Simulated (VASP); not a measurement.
Input of a VASP 6.6.1 run:

INCAR

```
SYSTEM = BAs
PREC = Accurate
ENCUT = 520
EDIFF = 1E-7
ISMEAR = 0
SIGMA = 0.02
LREAL = .False.
LASPH = .True.
NELM = 80
ALGO = Normal
ISIF = 2
LWAVE = .False.
LCHARG = .False.
GGA = PE
NBANDS = 11
```

KPOINTS

```
regular mesh
0
Gamma
  2 2 2
  0 0 0
```

POSCAR

```
BAs                                     
1.0
    0.0000000000      2.4270593889      2.4270593889
    2.4270593889      0.0000000000      2.4270593889
    2.4270593889      2.4270593889      0.0000000000
  B               As            
     1     1
Direct
     0.0000000000000000    0.0000000000000000    0.0000000000000000
     0.2500000000000000    0.2500000000000000    0.2500000000000000
```

Potentials or basis: VASP PAW PBE potentials, release 64 (B, As).

The run is started by

```bash
$ cat potpaw_PBE.64/B/POTCAR potpaw_PBE.64/As/POTCAR > POTCAR
$ mpirun -np 1 vasp_std > vasp.out
```

Task: Predict the band gap on the k mesh.

Result: 1.36 eV, indirect (least direct gap 3.10 eV).

Task: Predict the pressure.

Result: 7.9 GPa.

Caveat: the k mesh is coarse (spacing up to 1.12 Å⁻¹), so the values aren't converged. A k mesh can miss the band edges.
